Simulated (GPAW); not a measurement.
Runs of GPAW 26.7.0 on BN. It takes space group P6_3/mmc (No. 194, hexagonal). Conventional cell: a = 2.498 Å, b = 2.498 Å, c = 6.636 Å, α = 90.00°, β = 90.00°, γ = 120.00°. N (site symmetry -6m2) has 3 B at 1.44 Å as nearest neighbours. Around B (site symmetry -6m2) lie 3 N at 1.44 Å. 

```tsv
task	level	potentials or basis	cell	band path	band points	optimizer	fmax	max steps	gap on the mesh (eV)	pressure (GPa)
band structure	r2SCAN	GPAW PAW data sets (gpaw-data 1.2.1), pw	as given	GMKGALHA,LM,KH	100	-	-	-	5.02	0.2
relaxation of cell and atoms	RPBE+D3	the program's PAW data sets (release 1.2.1) made for this functional, pw	relaxed	-	-	LBFGS	0.05 eV/Å	100	4.49	-0.7
band structure	PBEint	PAW data sets generated in the run's folder for this functional, pw	as given	GMKGALHA,LM,KH	60	-	-	-	(a)	3.5
band structure	LDA	the program's PAW data sets (release 1.2.1) made for this functional, pw	as given	GMKGALHA,LM,KH	80	-	-	-	(b)	-3.7
```

Alike in all rows: no spin polarisation; k mesh 9 × 9 × 3; cutoff (eV) 800; smearing fermi-dirac 0.05 eV.

Q: Estimate the missing entries.

A: (a) 4.38; (b) 4.25.

Caveats: the mesh misses the band edges, which the band path finds closer together (some runs); the PAW data sets were made with another functional, which shifts forces and pressure a little (some runs); later steps reuse the first step's grids (some runs); an odd mesh through Γ misses points on the zone boundary, where band edges often lie (some runs).
